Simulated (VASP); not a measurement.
**ZrO2 (space group P4_2/nmc): computed properties**

Method: r2SCAN meta-GGA, VASP's PBE PAW potentials (set 64) (plane waves; VASP).

```yaml
space_group: P4_2/nmc (137)
cell: a = 3.6024 Å, b = 3.6024 Å, c = 5.2226 Å, α = 90.00°, β = 90.00°, γ = 90.00°
volume_per_atom: 11.30 Å^3/atom
band gap (over mesh and band path): 4.58 eV
smallest direct gap (over mesh and band path): 4.68 eV
band_edge_character: indirect, M-Γ at 0.60 to Γ
density: 6.04 g/cm³
```

```cif
data_O4Zr2
_chemical_formula_sum 'Zr2 O4'
_space_group_name_H-M_alt 'P 1'
_space_group_IT_number 1
_cell_length_a 3.60244
_cell_length_b 3.60244
_cell_length_c 5.22256
_cell_angle_alpha 90.000
_cell_angle_beta 90.000
_cell_angle_gamma 90.000
loop_
_space_group_symop_operation_xyz
  'x, y, z'
loop_
_atom_site_label
_atom_site_type_symbol
_atom_site_fract_x
_atom_site_fract_y
_atom_site_fract_z
_atom_site_occupancy
Zr1 Zr 0.00000 0.00000 0.00000 1
Zr2 Zr 0.50000 0.50000 0.50000 1
O1 O 0.00000 0.50000 0.30201 1
O2 O 0.00000 0.50000 0.80201 1
O3 O 0.50000 0.00000 0.19799 1
O4 O 0.50000 0.00000 0.69799 1
```

The path is coarsely sampled, so an indirect gap can come out somewhat too large.

The structure comes from a computed database's ZrO2 entry (P4_2/nmc); how it stands against other phases isn't given here. It was relaxed first. Symmetry was kept, so distortions that lower it aren't found.
